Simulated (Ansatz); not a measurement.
LaAlO$_{3}$ (cubic perovskite, space group No. 221) at seven volumes, plane-wave PAW PBEsol (Ansatz code), scaled uniformly. One row is withheld.

```json
[
 {"V (Å³/atom)": "9.764", "P (GPa)": "23.90"},
 {"V (Å³/atom)": "10.086", "P (GPa)": "14.63"},
 {"V (Å³/atom)": "10.408", "P (GPa)": "?"},
 {"V (Å³/atom)": "10.730", "P (GPa)": "-0.01"},
 {"V (Å³/atom)": "11.051", "P (GPa)": "-5.77"},
 {"V (Å³/atom)": "11.373", "P (GPa)": "-10.69"},
 {"V (Å³/atom)": "11.695", "P (GPa)": "-14.89"}
]
```

Problem. Fit the shown pressures and predict the withheld one.

Solution. Third-order Birch–Murnaghan: P = (3/2)B₀(x^(7/2) − x^(5/2))[1 + (3/4)(B′ − 4)(x − 1)] with x = (V₀/V)^(2/3). Least squares on the six rows gives V₀ = 10.729 Å³/atom, B₀ = 207.5 GPa, B′ = 4.25. At V = 10.408, x = 1.0205 and P = 6.72 GPa. The run itself gave 6.74 GPa.

Space group Pm-3m (cubic perovskite). This is a known high-temperature phase of the composition, computed here at zero pressure and temperature. Symmetry was held in the PBEsol relaxation. At this level the phase is dynamically unstable (imaginary phonons). Spin–orbit coupling is left out wherever it is not named.

Potentials: the earlier of the program's two PAW sets. The files were generated under PBE; for other functionals the program regenerates the frozen cores, and for LDA and PBEsol the local potential too.
